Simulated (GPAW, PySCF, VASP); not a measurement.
**SnTe: programs and potentials compared**

```
Te Sn
1.0
     0.00000    3.15085    3.15085
     3.15085    0.00000    3.15085
     3.15085    3.15085    0.00000
Te Sn
1 1
Direct
  0.50000 0.50000 0.50000
  0.00000 0.00000 0.00000
```

Alike in all runs: task band structure; functional r2SCAN; k mesh 7 × 7 × 7; occupations fermi-dirac, width 0.05 eV; no spin polarisation; no spin-orbit coupling. Pressure is positive in compression and, in plane waves, holds the error of the finite cutoff. Gaps are the smaller of the mesh's and the band path's.

```tsv
program and potentials	plane-wave cutoff (eV)	notes	band gap (eV)	pressure (GPa)
PySCF, DZVP-MOLOPT-SR/GTH-PBE (potentials made for PBE)	-	atomic basis; potentials made for PBE; 5 valence electrons an atom on average	0.03	-
GPAW, GPAW PAW data sets (gpaw-data 1.2.1)	600	potentials made for PBE; 10 valence electrons an atom on average	0.02	1.32
VASP, PBE PAW files Sn_d, Te, 520 eV	520	potentials made for PBE; 10 valence electrons an atom on average	?	?
```

Task: Estimate from the other rows what the run with VASP, PBE PAW files Sn_d, Te, 520 eV gave.

Result: Band gap 0.03 eV; pressure 1.51 GPa. The other rows, which needn't bracket it: band gap 0.02 to 0.03; pressure 1.32.
